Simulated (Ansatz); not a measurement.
Runs of Ansatz 0.2.0 on Sb. It takes space group Pm-3m (No. 221, cubic). The conventional cell has a = 3.160 Å, b = 3.160 Å, c = 3.160 Å, α = 90.00°, β = 90.00°, γ = 90.00°. Sb (site symmetry m-3m) is surrounded by 6 Sb at 3.16 Å. This isn't the form of Sb at room conditions, which is rhombohedral.

```csv
task,level,potentials or basis,cell,k mesh,cutoff (eV),smearing,gap on the mesh (eV),relaxed volume (Å³/atom)
relaxation of cell and atoms,PBE0,Ansatz PAW,relaxed,4 × 4 × 4,420,fermi-dirac 0.05 eV,none,(a)
single point,r2SCAN0,Ansatz PAW,as given,4 × 4 × 4,500,fermi-dirac 0.05 eV,none,-
single point,r2SCANh,Ansatz PAW,as given,4 × 4 × 4,500,fermi-dirac 0.05 eV,none,-
density of states,B3LYP5+D4,SPMS NC,as given,5 × 5 × 5,653,gaussian 0.15 eV,none,-
relaxation of cell and atoms,HSE06,Ansatz PAW,relaxed,4 × 4 × 4,420,fermi-dirac 0.05 eV,none,28.39
```

Alike in all rows: no spin polarisation; the mesh is coarse, so values aren't converged.

Q: Fill in the values left out.

A: (a) 28.32.

Caveats: all runs use coarse meshes; the PAW data sets come from PBE, with cores solved anew for the run's functional, which leaves a small shift of forces and pressure (some runs); the plane-wave basis is chosen anew once the cell has moved, so the energies of steps on either side of that aren't comparable (some runs); the volume moved by -10 % from the deposited cell, more than functionals usually miss (some runs); the potentials were made for another functional, which shifts forces and pressure (some runs); pairwise dispersion overbinds metals, which lowers pressure and volume (some runs).

A k mesh can miss the band edges, and the runs leave out spin-orbit coupling on Sb.

A gap of «none» marks a metal or a gap under the smearing width.

Not every run made on this cell is shown here.
